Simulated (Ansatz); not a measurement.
La:

```xyz
1
Lattice="-2.1238 2.1238 2.1238 2.1238 -2.1238 2.1238 2.1238 2.1238 -2.1238" Properties=species:S:1:pos:R:3 pbc="T T T"
La    0.0000    0.0000    0.0000
```

This isn't the form of La at room conditions, which is double hcp.

* Program: Ansatz 0.2.0
* Task: single point
* Functional: PBEsol
* Potentials or basis: Ansatz PAW
* Cutoff: 420 eV (not typed: the program's choice for these potentials)
* k mesh: 9 × 9 × 9
* Occupations: fermi-dirac, width 0.05 eV
* Spin: no spin polarisation

On this cell: pressure -2.6 GPa; band gap on the k mesh none (metal or under the smearing width).

The same run follows on a disturbed copy (cell strained at random at fixed volume):

```
CELL_PARAMETERS angstrom
-2.10448 2.17934 2.12452
2.13820 -2.12912 2.10803
2.08475 2.10940 -2.07430
ATOMIC_POSITIONS crystal
La 0.98387 0.98284 0.98506
```

Question: What does the disturbed cell give?

Answer: The energy (extrapolated to zero smearing) moves by -0.4 meV/atom; pressure -2.6 GPa; band gap on the k mesh none (metal or under the smearing width).

Stress tensor (GPa, compression positive):
```
-2.82  0.08 -0.11
 0.08 -2.15 -0.15
-0.11 -0.15 -2.70
```

Caveats: the PAW data sets come from PBE, with cores solved anew for the run's functional, which leaves a small shift of forces and pressure.
